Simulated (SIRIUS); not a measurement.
Runs of SIRIUS 7.10.0 on B. Symmetry: Pm-3n, No. 223, cubic system. The conventional cell has a = 3.439 Å, b = 3.439 Å, c = 3.439 Å, α = 90.00°, β = 90.00°, γ = 90.00°. Around B (site symmetry -4m2) lie 2 B at 1.72 Å. The cell was built by a generator and needn't be a form met in nature.

```tsv
level	gap on the mesh (eV)	pressure (GPa)	relaxed volume (Å³/atom)
PBE+D4	none	0.2	6.48
PBE	none	0.1	6.64
PBE+D3(BJ)	none	0.2	(a)
PBE+D3	none	0.1	6.57
```

Alike in all rows: task relaxation of cell and atoms; potentials or basis PseudoDojo 0.4.1 PBE standard (scalar relativistic); no spin polarisation; cell relaxed; k mesh 4 × 4 × 4; cutoff (eV) 1054; smearing fermi-dirac 0.05 eV; the mesh is coarse, so values aren't converged.

Problem. Fill in the values left out.

Solution. (a) 6.47.

Caveats: all runs use coarse meshes; pairwise dispersion overbinds metals, which lowers pressure and volume (some runs).

A gap of «none» marks a metal or a gap under the smearing width.
